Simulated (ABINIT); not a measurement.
A run of ABINIT 10.8.3 (patched build) is set up as follows.

Contents of run.abi:

```
ndtset 2

pp_dirpath "./"
pseudos "S.GGA_PBE-JTH.xml, Mg.GGA_PBE-JTH.xml"

acell 4.006636794 4.006636794 4.006636794 Angstrom
rprim
     0.0000000000     0.7071067812     0.7071067812
     0.7071067812     0.0000000000     0.7071067812
     0.7071067812     0.7071067812     0.0000000000
ntypat 2
znucl 16 12
natom 2
typat 1 2
xcart
     1.4165600234     1.4165600234     1.4165600234
     0.0000000000     0.0000000000     0.0000000000 Angstrom

ecut 24.0
pawecutdg 46.0

ixc -208012
usekden 1
pawxcdev 0

occopt 3
tsmear 0.00183747

nstep 100
diemix 0.3
optforces 0
optstress 0

iomode 3
prtwf 0
prteig 0
prtebands 0
enunit 1
prtden1 1
prtkden1 1

kptopt1 1
ngkpt1 8 8 8
nshiftk1 1
shiftk1 0.0 0.0 0.0
nband1 12
tolvrs1 1.0e-7

iscf2 -2
getden2 1
getkden2 1
nband2 18
nbdbuf2 4
tolwfr2 1.0e-11
kptopt2 -9
ndivsm2 6
prteig2 1
prtvol2 -3
kptbounds2
     0.0000000000     0.0000000000     0.0000000000
     0.5000000000     0.0000000000     0.5000000000
     0.5000000000     0.2500000000     0.7500000000
     0.3750000000     0.3750000000     0.7500000000
     0.0000000000     0.0000000000     0.0000000000
     0.5000000000     0.5000000000     0.5000000000
     0.6250000000     0.2500000000     0.6250000000
     0.5000000000     0.2500000000     0.7500000000
     0.5000000000     0.5000000000     0.5000000000
     0.3750000000     0.3750000000     0.7500000000
```

Potentials or basis: JTH PAW PBE v2.0.

Command:

```sh
$ abinit run.abi > log 2>&1
```

**Question.** What does it give for the band gap along the path?

**Answer.** 5.17 eV, direct.

**Question.** What does it give for the band gap on the k mesh?

**Answer.** 5.17 eV, direct.

Levels at the corners of the path, in eV from the valence-band top:
| point | band 4 | band 5 | band 6 | band 7 | band 8 | band 9 | band 10 | band 11 | band 12 | band 13 |
| --- | --- | --- | --- | --- | --- | --- | --- | --- | --- | --- |
| Γ | -41.22 | -11.19 | 0.00 | 0.00 | 0.00 | 5.17 | 8.76 | 8.76 | 8.76 | 11.22 |
| X | -41.22 | -10.39 | -2.43 | -0.90 | -0.90 | 5.29 | 6.72 | 12.68 | 13.74 | 13.89 |
| W | -41.22 | -10.39 | -1.96 | -1.57 | -1.09 | 6.78 | 8.97 | 9.01 | 9.69 | 13.90 |
| K | -41.22 | -10.41 | -2.13 | -1.58 | -0.71 | 6.15 | 7.99 | 10.59 | 11.04 | 12.52 |
| Γ | -41.22 | -11.19 | 0.00 | 0.00 | 0.00 | 5.17 | 8.76 | 8.76 | 8.76 | 11.22 |
| L | -41.22 | -10.59 | -2.67 | -0.30 | -0.30 | 6.44 | 8.52 | 8.52 | 10.28 | 13.29 |
| U | -41.22 | -10.41 | -2.13 | -1.58 | -0.71 | 6.15 | 7.99 | 10.59 | 11.04 | 12.52 |
| W | -41.22 | -10.39 | -1.96 | -1.57 | -1.09 | 6.78 | 8.97 | 9.01 | 9.69 | 13.90 |
| L | -41.22 | -10.59 | -2.67 | -0.30 | -0.30 | 6.44 | 8.52 | 8.52 | 10.28 | 13.29 |
| K | -41.22 | -10.41 | -2.13 | -1.58 | -0.71 | 6.15 | 7.99 | 10.59 | 11.04 | 12.52 |

Caveat: the constant c of TB-mBJ comes from the pseudo density here, which moves gaps by up to 0.3 eV between sets of potentials.
